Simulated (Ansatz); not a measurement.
Crystal: Au.

```
Au
1.0
    -1.65727    1.65727    1.65727
     1.65727   -1.65727    1.65727
     1.65727    1.65727   -1.65727
Au
1
Cartesian
  0.0000 0.0000 0.0000
```

This isn't the form of Au at room conditions, which is fcc.

Base run:

```yaml
Program: Ansatz 0.2.0
Functional: LDA
Potentials_or_basis: all-electron LAPW, scalar-relativistic
Cutoff: 251 eV (chosen from the basis error)
Basis_error_allowed: 0.001 eV/atom
k_mesh: 11 × 11 × 11
Occupations: fermi-dirac, width 0.05 eV
Spin: no spin polarisation
```

Its results: pressure -13.1 GPa.

Task: The run is repeated on the same cell with these changes: functional from LDA to PBE. What comes out?

Result: Pressure -0.9 GPa.

PBE binds less tightly than LDA, so the same cell stands under more pressure.
